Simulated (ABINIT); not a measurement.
Crystal: Ta.

```
Ta
1.0
    -1.65128    1.65128    1.65128
     1.65128   -1.65128    1.65128
     1.65128    1.65128   -1.65128
Ta
1
Cartesian
  0.0000 0.0000 0.0000
```

| Item | Value |
| --- | --- |
| Program | ABINIT 10.8.3 (patched build) |
| Task | single point |
| Functional | PBEsol |
| Potentials or basis | PseudoDojo NC SR PBEsol v0.4.1 standard |
| Cutoff | 789 eV |
| k mesh | 11 × 11 × 11 |
| Occupations | fermi-dirac, width 0.05 eV |
| Spin | no spin polarisation |

On this cell: pressure -4.2 GPa; band gap on the k mesh none (metal or under the smearing width).

The same run follows on a disturbed copy (cell strained at random at fixed volume):

```
Ta
1.0
    -1.62073    1.65465    1.62924
     1.69780   -1.62617    1.67783
     1.62244    1.62787   -1.60076
Ta
1
Direct
  0.00191 0.97643 0.99590
```

Q: What changes?

A: The energy (extrapolated to zero smearing) moves by +14.3 meV/atom; pressure -3.8 GPa; band gap on the k mesh none (metal or under the smearing width).

Stress tensor (GPa, compression positive):
```
-4.40 -0.24 -4.10
-0.24 -3.16 -1.44
-4.10 -1.44 -3.95
```
